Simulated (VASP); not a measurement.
# Ga: molecular dynamics with a thermostat

Ga, Cmce (no. 64), 12 atoms in the cell. PBE, molecular dynamics; PAW potentials Ga (PBE set).

Ensemble: Nose-Hoover chain; Target temperature (K): 1000.

## Input

INCAR:
```
SYSTEM = Ga
GGA = PE
PREC = Normal
ENCUT = 200
EDIFF = 1E-6
NELMIN = 4
NELM = 60
ALGO = Fast
LREAL = Auto
LASPH = .TRUE.
ISMEAR = -1
SIGMA = 0.05
ISYM = 0
LWAVE = .FALSE.
LCHARG = .FALSE.
IBRION = 0
NSW = 60
POTIM = 3.0
TEBEG = 1000
ISIF = 2
RANDOM_SEED = 769897 0 0
MDALGO = 4
NHC_NCHAINS = 3
NHC_PERIOD = 30
KPAR = 2
```

KPOINTS:
```
k-points
0
Gamma
  3 3 1
```

POSCAR:
```
Ga
1.0
    2.2615000000     -3.8305000000      0.0000000000
    2.2615000000      3.8305000000      0.0000000000
    0.0000000000      0.0000000000     13.5720000000
Ga
12
Direct
    0.3451000000      0.6549000000      0.1396666667
    0.3451000000      0.6549000000      0.4730000000
    0.3451000000      0.6549000000      0.8063333333
    0.1549000000      0.8451000000      0.3063333333
    0.1549000000      0.8451000000      0.6396666667
    0.1549000000      0.8451000000      0.9730000000
    0.6549000000      0.3451000000      0.1936666667
    0.6549000000      0.3451000000      0.5270000000
    0.6549000000      0.3451000000      0.8603333333
    0.8451000000      0.1549000000      0.0270000000
    0.8451000000      0.1549000000      0.3603333333
    0.8451000000      0.1549000000      0.6936666667
```

Commands:
```
cat potpaw_PBE.64/Ga/POTCAR > POTCAR
mpirun -np 2 vasp_std > vasp.out
```

## Result

- Mean temperature (K): 656
- Standard error of the mean temperature (K): 64
- Relative fluctuation of the kinetic energy: 0.228
- Canonical value of that fluctuation: 0.246
- Rise of the mean potential energy above the start (meV/atom): 67.2
- Electronic steps per ionic step after the first: 4.1

Course of the run:

| Time (fs) | Temperature (K) | Potential energy less the first (meV/atom) |
|---|---|---|
| 3 | 1001 | 0.0 |
| 18 | 888 | 13.4 |
| 30 | 643 | 43.0 |
| 45 | 392 | 74.3 |
| 57 | 404 | 74.8 |
| 72 | 528 | 65.2 |
| 84 | 592 | 64.2 |
| 99 | 667 | 65.4 |
| 111 | 728 | 67.1 |
| 126 | 737 | 76.2 |
| 138 | 708 | 86.0 |
| 153 | 679 | 95.7 |
| 165 | 666 | 101.5 |
| 180 | 679 | 105.0 |

REPORT:
```
MDALGO =   4
           NHC_NCHAINS =   3
            NHC_PERIOD =    30
            NHC_NRESPA =    1
                NHC_NS =  1
               SCALING =       0
                 CNEXP =     9.000   14.000
           RANDOM_SEED =            769897                0                0

   original number of atomic DOF:         33
   number of independent constraints:      0
   number of active DOF:                  33

========================================
         MD step No.       1
========================================

  Atomic velocities initialized by STEP_tb

  >Nose-Hoover_chains
                       xs       vs(fs^-1)
   nhc_s>   0.16650081E-06   0.22197791E-06
   nhc_s>  -0.13889371E-03  -0.18519805E-03
   nhc_s>  -0.13888889E-03  -0.18515946E-03

  >Energies
                    E_tot             E_pot             E_kin               EPS                ES
   e_b>   -0.33535534E+02   -0.34959107E+02    0.14235727E+01    0.23936087E-04   -0.23464114E-04

  >Temperature
               T_sim     T_inst
   tmprt>   1000.000   1001.198

           RANDOM_SEED =            769897               72                0

[... steps left out ...]

========================================
         MD step No.      60
========================================

  >Nose-Hoover_chains
                       xs       vs(fs^-1)
   nhc_s>  -0.44716568E+00  -0.21922531E-02
   nhc_s>   0.16502948E+01   0.15657393E-01
   nhc_s>  -0.22156304E-01   0.23259250E-01

  >Energies
                    E_tot             E_pot             E_kin               EPS                ES
   e_b>   -0.33534415E+02   -0.33698773E+02    0.96595661E+00    0.32971948E+00   -0.11313187E+01

  >Temperature
               T_sim     T_inst
   tmprt>   1000.000    679.357

           RANDOM_SEED =            769897               72                0
```

OSZICAR:
```
N       E                     dE             d eps       ncg     rms          rms(c)
DAV:   1     0.521561633842E+02    0.52156E+02   -0.70689E+03   250   0.530E+02
DAV:   2    -0.310942343164E+02   -0.83250E+02   -0.81078E+02   311   0.110E+02
DAV:   3    -0.352223928645E+02   -0.41282E+01   -0.40224E+01   324   0.250E+01
DAV:   4    -0.353061377954E+02   -0.83745E-01   -0.81450E-01   299   0.273E+00
DAV:   5    -0.353071921284E+02   -0.10543E-02   -0.10444E-02   316   0.236E-01    0.840E+00
RMM:   6    -0.350918283642E+02    0.21536E+00   -0.31031E-02   250   0.131E+00    0.493E+00
RMM:   7    -0.349582700703E+02    0.13356E+00   -0.78024E-02   250   0.197E+00    0.342E-01
RMM:   8    -0.349589560791E+02   -0.68601E-03   -0.51912E-03   250   0.356E-01    0.546E-02
RMM:   9    -0.349590907410E+02   -0.13466E-03   -0.86388E-04   258   0.981E-02    0.149E-02
RMM:  10    -0.349591027194E+02   -0.11978E-04   -0.99106E-05   255   0.364E-02    0.803E-03
RMM:  11    -0.349591069043E+02   -0.41849E-05   -0.23872E-05   258   0.164E-02    0.202E-03
RMM:  12    -0.349591072432E+02   -0.33895E-06   -0.35228E-06   186   0.565E-03
[... left out ...]
     58 T=   668. E= -.33528245E+02 F= -.33707654E+02 E0= -.33689809E+02  EK= 0.95598E+00 SP= -.11E+01 SK= 0.34E+00
     59 T=   673. E= -.33528147E+02 F= -.33701720E+02 E0= -.33684417E+02  EK= 0.96257E+00 SP= -.11E+01 SK= 0.33E+00
[... last step whole ...]
       N       E                     dE             d eps       ncg     rms          rms(c)
DAV:   1    -0.336987203424E+02    0.29991E-02   -0.16339E-02   386   0.887E-01    0.555E-03
RMM:   2    -0.336987662017E+02   -0.45859E-04   -0.46276E-04   250   0.677E-02    0.299E-03
RMM:   3    -0.336987718978E+02   -0.56961E-05   -0.47494E-05   223   0.213E-02    0.231E-03
RMM:   4    -0.336987725503E+02   -0.65248E-06   -0.63822E-06   181   0.714E-03
     60 T=   679. E= -.33528029E+02 F= -.33698773E+02 E0= -.33682103E+02  EK= 0.97234E+00 SP= -.11E+01 SK= 0.33E+00
```

Limits: 180 fs of 12 atoms are too short for converged averages; the cell is only 3.9 Å across, so each atom moves in step with near copies of itself.

VASP 6.6.1 took 203 s on 2 cores (Intel Xeon Platinum 8488C (Sapphire Rapids)), a shared host.
